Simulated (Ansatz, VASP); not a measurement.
**SiC (Moissanite 3C): VASP beside Ansatz**

```
Si C
1.0
     0.00000    2.17900    2.17900
     2.17900    0.00000    2.17900
     2.17900    2.17900    0.00000
Si C
1 1
Cartesian
  0.0000 0.0000 0.0000
  3.2685 3.2685 3.2685
```

Alike in both runs: task relaxation of cell and atoms; functional RPBE; k mesh 10 × 10 × 10; occupations fermi-dirac, width 0.05 eV; no spin polarisation.

|  | VASP | Ansatz |
| --- | --- | --- |
| version | VASP 6.6.1 | Ansatz 0.2.0 |
| potentials or method | VASP PAW PBE potentials, release 64 (Si, C) | Ansatz PAW |
| plane-wave cutoff (eV) | 600 | 420 |
| valence electrons in the cell | 8 | 8 |

Ansatz gave:

| Quantity | Value |
| --- | --- |
| gap on the k mesh at the Fermi level, each at its own relaxed structure (eV) | 1.40 |
| relaxed volume (Å³/atom) | 10.66 |
| relaxed cell length with the largest relative difference (Å) | 3.113 |
| energy change over the relaxation (meV/atom) | -6 |

Which values does VASP return?

gap on the k mesh at the Fermi level, each at its own relaxed structure (eV): 1.39; relaxed volume (Å³/atom): 10.63; relaxed cell length with the largest relative difference (Å): 3.110; energy change over the relaxation (meV/atom): -5.

Caveats: the PAW data sets were made with another functional, which shifts forces and pressure a little (VASP); the plane-wave basis is chosen anew once the cell has moved, so the energies of steps on either side of that aren't comparable (Ansatz); the PAW data sets come from PBE, with cores solved anew for the run's functional, which leaves a small shift of forces and pressure (Ansatz). A k mesh can miss the band edges. Zero-point motion and thermal expansion aren't in these numbers.
